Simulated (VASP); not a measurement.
# TaC in VASP: relaxation of the atoms with PBEsol

Aim: the relaxation of the atoms of TaC with PBEsol.

Program: VASP 6.6.1. These are calculated values, not measurements. Logs are shortened: lines on timing, memory, paths and dates and some standing lists are left out, and cuts for length are marked.

## Step 1: Starting point

The cell holds a slab with vacuum, 4 atoms: a = 3.144 Å, b = 3.144 Å, c = 18.223 Å, α = 90.00°, β = 90.00°, γ = 90.00°.

## Step 2: Relaxation of the atoms, PBEsol

Input file INCAR:

```
SYSTEM = TaC
PREC = Accurate ; ENCUT = 520
EDIFF = 1E-7 ; ISMEAR = 1
SIGMA = 0.1 ; LREAL = .FALSE.
LASPH = .TRUE. ; NELM = 100
ALGO = Normal ; ISIF = 2
LWAVE = .FALSE. ; LCHARG = .FALSE.
LDIPOL = .TRUE. ; IDIPOL = 3
DIPOL = 0.5 0.5 0.500 ; GGA = PS
IBRION = 2 ; NSW = 100
EDIFFG = -0.015
```

Input file KPOINTS:

```
regular mesh
0
G
  10 10 1
  0 0 0
```

Input file POSCAR:

```
TaC
1.0
    3.1437967490      0.0000000000      0.0000000000
    0.0000000000      3.1437967490      0.0000000000
    0.0000000000      0.0000000000     18.2230000000
Ta C
2 2
Direct
    0.5000000000      0.5000000000      0.4390056522
    0.0000000000      0.0000000000      0.5609943478
    0.0000000000      0.0000000000      0.4390056522
    0.5000000000      0.5000000000      0.5609943478
```

Potentials or basis: VASP PAW PBE potentials, release 64 (Ta_pv, C).

Started as:

```bash
> cat potpaw_PBE.64/Ta_pv/POTCAR potpaw_PBE.64/C/POTCAR > POTCAR
> mpirun -np 1 vasp_std > vasp.out
```

OUTCAR:

```text
SYSTEM = TaC
   PREC = Accurate
   ENCUT = 520
   EDIFF = 1E-7
   ISMEAR = 1
   LREAL = .FALSE.
   LASPH = .TRUE.
   NELM = 100
   ISIF = 2
   GGA = PS
   IBRION = 2
   NSW = 100
   EDIFFG = -0.015

 ion  position               nearest neighbor table
   1  0.500  0.500  0.439-   3 2.22   3 2.22   3 2.22   3 2.22   4 2.22   2 3.14   2 3.14   2 3.14
                             2 3.14
   2  0.000  0.000  0.561-   4 2.22   4 2.22   4 2.22   4 2.22   3 2.22   1 3.14   1 3.14   1 3.14
                             1 3.14
   3  0.000  0.000  0.439-   1 2.22   1 2.22   1 2.22   1 2.22   2 2.22
   4  0.500  0.500  0.561-   2 2.22   2 2.22   2 2.22   2 2.22   1 2.22

  LATTYP: Found a simple tetragonal cell.
 ALAT       =     3.1437967490
 C/A-ratio  =     5.7964943204

  Lattice vectors:

 A1 = (   3.1437967490,   0.0000000000,   0.0000000000)
 A2 = (   0.0000000000,   3.1437967490,   0.0000000000)
 A3 = (   0.0000000000,   0.0000000000,  18.2230000000)

Analysis of symmetry for initial positions (statically):
=====================================================================
 Subroutine PRICEL returns:
 Original cell was already a primitive cell.

 Routine SETGRP: Setting up the symmetry group for a
 simple tetragonal supercell.

 Subroutine GETGRP returns: Found 16 space group operations
 (whereof  8 operations were pure point group operations)
 out of a pool of 16 trial point group operations.

The static configuration has the point symmetry C_4v.
 The point group associated with its full space group is D_4h.

Analysis of symmetry for dynamics (positions and initial velocities):
=====================================================================
 Subroutine PRICEL returns:
 Original cell was already a primitive cell.

 Routine SETGRP: Setting up the symmetry group for a
 simple tetragonal supercell.

 Subroutine GETGRP returns: Found 16 space group operations
 (whereof  8 operations were pure point group operations)
 out of a pool of 16 trial point group operations.

The dynamic configuration has the point symmetry C_4v.
 The point group associated with its full space group is D_4h.

 Subroutine INISYM returns: Found 16 space group operations
 (whereof  8 operations are pure point group operations),
 and found     1 'primitive' translations
[... 113 lines left out ...]
   IMIX   =      4    mixing-type and parameters
     AMIX     =   0.40;   BMIX     =  1.00
     AMIX_MAG =   1.60;   BMIX_MAG =  1.00
  volume/ion in A,a.u.               =      45.03       303.85
  Fermi-wavevector in a.u.,A,eV,Ry     =   0.900753  1.702176 11.039165  0.811356
  Thomas-Fermi vector in A             =   2.023749
   LORBIT       =      0    0 simple, 1 ext, 2 COOP (PROOUT), +10 PAW based schemes
   GGA     = PS    functional components
   LHFCALC =     F    Hartree Fock is set to
   AEXX    =    0.0000 exact exchange contribution
   IVDW    =     0    specifies the selected vdW correction
   LEPSILON=     F    determine dielectric tensor
   LRPA    =     F    only Hartree local field effects (RPA)
 conjugate gradient relaxation of ions
 non-spin polarized calculation
 Methfessel and Paxton  Order N= 1 SIGMA  =   0.10
  energy-cutoff  :      520.00
  volume of cell :      180.11
 maximum number of plane-waves:      4900
 NGX is ok and might be reduce to    24
   NGX = 11   NGY = 11   NGZ = 67

--------------------------------------- Ionic step        1  -------------------------------------------

 number of electron      30.0000000 magnetization

 Free energy of the ion-electron system (eV)
  ---------------------------------------------------
  ext. energy  EPLUGINS =         0.00000000
  ---------------------------------------------------
  free energy    TOTEN  =       -44.31032376 eV

  energy without entropy =      -44.30752579  energy(sigma->0) =      -44.30939111

------------------------ aborting loop because EDIFF is reached ----------------------------------------

  FORCE on cell =-STRESS in cart. coord.  units (eV):
  Direction    XX          YY          ZZ          XY          YZ          ZX
  --------------------------------------------------------------------------------------
  -------------------------------------------------------------------------------------
  Total       -6.7866191     -6.7866191     -4.8266979      0.0000000      0.0000000     -0.0000000
  in kB      -60.3719579    -60.3719579    -42.9370205      0.0000000      0.0000000     -0.0000000
  external PRESSURE =     -54.5603121 kB  Pullay stress =       0.0000000 kB
[... 171 lines left out ...]
  FREE ENERGIE OF THE ION-ELECTRON SYSTEM (eV)
  ---------------------------------------------------
  free  energy   TOTEN  =       -44.5736907661 eV

  energy  without entropy=      -44.5689455733  energy(sigma->0) =      -44.57210904

 dipolmoment           0.000000      0.000000      0.000000 electrons x Angstroem

--------------------------------------- Ionic step        6  -------------------------------------------

 number of electron      29.9999997 magnetization

 dipolmoment           0.000000      0.000000     -0.000000 electrons x Angstroem

 Free energy of the ion-electron system (eV)
  ---------------------------------------------------
  ext. energy  EPLUGINS =         0.00000000
  ---------------------------------------------------
  free energy    TOTEN  =       -44.57429685 eV

  energy without entropy =      -44.56988811  energy(sigma->0) =      -44.57282727

 E-fermi :  -0.5669     XC(G=0):  -4.2261

 val. band max:       -0.5927296806   @ k =   0.5000   0.2000   0.0000
 cond. band min:      -0.5474846717   @ k =   0.4000   0.3000   0.0000
 fundamental gap:      0.0452450089
 Fermi energy:        -0.5668550522

 k-point     1 :       0.0000    0.0000    0.0000
  band No.  band energies     occupation
      1     -35.8179      2.00000
      2     -35.3980      2.00000
      3     -35.3980      2.00000
      4     -35.3804      2.00000
      5     -35.1719      2.00000
      6     -35.1719      2.00000
[... 451 lines left out ...]
     18       3.0537      0.00000
     19       3.0537      0.00000

------------------------ aborting loop because EDIFF is reached ----------------------------------------

 vacuum level on the upper side and lower side of the slab       (xc-potential included)        -0.075        -0.075

  FORCE on cell =-STRESS in cart. coord.  units (eV):
  Direction    XX          YY          ZZ          XY          YZ          ZX
  --------------------------------------------------------------------------------------
  -------------------------------------------------------------------------------------
  Total       -5.4628864     -5.4628864      0.0030202      0.0000000      0.0000000      0.0000000
  in kB      -48.5963844    -48.5963844      0.0268665      0.0000000      0.0000000      0.0000000
  external PRESSURE =     -32.3886341 kB  Pullay stress =       0.0000000 kB
[... 19 lines left out ...]
  FREE ENERGIE OF THE ION-ELECTRON SYSTEM (eV)
  ---------------------------------------------------
  free  energy   TOTEN  =       -44.5742968458 eV

  energy  without entropy=      -44.5698881081  energy(sigma->0) =      -44.57282727

 reached required accuracy - stopping structural energy minimisation

 vacuum level on the upper side and lower side of the slab         2.742         2.742
```

CONTCAR:

```text
TaC
   1.00000000000000
     3.1437967489999998    0.0000000000000000    0.0000000000000000
     0.0000000000000000    3.1437967489999998    0.0000000000000000
     0.0000000000000000    0.0000000000000000   18.2229999999999990
  Ta              C
     2     2
Direct
     0.5000000000000000    0.5000000000000000    0.4448300231360354
     1.0000000000000000    1.0000000000000000    0.5551699768639646
     1.0000000000000000    0.0000000000000000    0.4376992621176078
     0.5000000000000000    0.5000000000000000    0.5623007378823922

  0.00000000E+00  0.00000000E+00  0.00000000E+00
  0.00000000E+00  0.00000000E+00  0.00000000E+00
  0.00000000E+00  0.00000000E+00  0.00000000E+00
  0.00000000E+00  0.00000000E+00  0.00000000E+00
```

Wall time 2.8 min (1 thread of Intel Xeon Platinum 8559C (Emerald Rapids), shared host); peak memory 0.3 GiB.

Results:

```yaml
Free_energy: -44.5743 eV
Energy_gained_by_relaxing: 66.0 meV/atom
Ionic_steps: 6
Largest_force_after_relaxing: 0.012 eV/Å
Band_gap_on_the_k_mesh: none (metal or under the smearing width)
```

Forces on the atoms (eV/Å):
```
Ta   0.000  0.000 -0.012
Ta   0.000  0.000  0.012
C    0.000  0.000  0.001
C    0.000  0.000 -0.001
```

The path:
```tsv
step	energy change (eV)	largest force (eV/Å)	pressure (GPa)
1	0.0000	2.3099	-5.46
2	-0.2592	0.2368	-2.79
3	-0.2608	0.1893	-3.01
4	-0.2608	0.1948	-2.95
5	-0.2634	0.0832	-3.11
6	-0.2640	0.0119	-3.24
```

Final structure:
```yaml
crystal:
  lattice:
    - [3.14380, 0.00000, 0.00000]
    - [0.00000, 3.14380, 0.00000]
    - [0.00000, 0.00000, 18.22300]
  atoms:
    - { symbol: Ta, position: [0.50000, 0.50000, 0.44483] }
    - { symbol: Ta, position: [0.00000, 0.00000, 0.55517] }
    - { symbol: C, position: [0.00000, 0.00000, 0.43770] }
    - { symbol: C, position: [0.50000, 0.50000, 0.56230] }
```

Levels at points of the mesh, in eV from the Fermi level:
| k point | band 12 | band 13 | band 14 | band 15 | band 16 | band 17 | band 18 | band 19 |
| --- | --- | --- | --- | --- | --- | --- | --- | --- |
| (0.00, 0.00, 0.00) | -1.46 | -1.39 | -1.39 | -0.82 | -0.82 | -0.05 | 0.95 | 0.95 |
| (0.50, 0.00, 0.00) | -4.61 | -4.01 | -4.01 | 1.31 | 1.31 | 2.40 | 2.40 | 3.52 |
| (0.50, 0.50, 0.00) | -2.83 | -2.17 | -2.17 | -1.76 | -1.76 | 3.50 | 3.62 | 3.62 |

Caveat: the PAW data sets were made with another functional, which shifts forces and pressure a little. The run has no spin-orbit coupling, so splittings on Ta are missing.
